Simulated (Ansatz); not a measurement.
**Structure types of Pt at zero pressure (with spin–orbit coupling)**

Structure types of Pt are relaxed in primitive cells with their symmetry kept at 0 GPa, first on PAW files, then by LAPW. The enthalpy is E + pV at zero temperature, without zero-point motion. Only the types listed were tried, and differences under about 5 meV/atom are mesh noise.

All numbers are PBE results (with spin–orbit coupling) from Ansatz 0.2.0, with Fermi–Dirac smearing of 0.05 eV, no spin polarisation. Methods: LAPW: all electrons, basis error target 0.5 meV/atom; PAW: frozen-core files, cutoff 420 eV.

k meshes: fcc 18×18×18, bcc 18×18×18, hcp 17×17×9.

**Question.** Order the types by LAPW enthalpy, lowest first.
A. bcc
B. hcp
C. fcc

**Answer.** C (0 meV/atom), B (56 meV/atom), A (111 meV/atom).

| start type | ends as | a, b, c (Å) | V (Å³/atom) | H − H(lowest), LAPW (meV/atom) | same, PAW |
| --- | --- | --- | --- | --- | --- |
| fcc | fcc, Fm-3m | 3.973, 3.973, 3.973 | 15.68 | 0.0 | 0.0 |
| bcc | bcc, Im-3m | 3.165, 3.165, 3.165 | 15.85 | 110.9 | 110.6 |
| hcp | hcp, P6_3/mmc | 2.772, 2.772, 4.740 | 15.77 | 56.4 | 56.4 |
